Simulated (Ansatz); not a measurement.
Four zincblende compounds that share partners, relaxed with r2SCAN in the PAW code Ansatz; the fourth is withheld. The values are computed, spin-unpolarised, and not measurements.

```
solid  a (Å)
 AlAs  5.678
  AlN  4.370
 GaAs  5.666
```

Question: If bond lengths are sums of radii, what lattice constant follows for GaN?

Answer: a(GaN) ≈ a(AlN) + a(GaAs) − a(AlAs) = 4.370 + 5.666 − 5.678 = 4.358 Å. The relaxed cell has 4.498 Å, +3.2 % from the sum: fixed radii fail here.

Question: How much does a change of partner add, in either pair?

Answer: AlAs → AlN: -1.308 Å, and GaAs → GaN: -1.168 Å; AlAs → GaAs: -0.012 Å, and AlN → GaN: +0.128 Å. Fixed radii would make each pair equal; they differ by 0.140 Å.
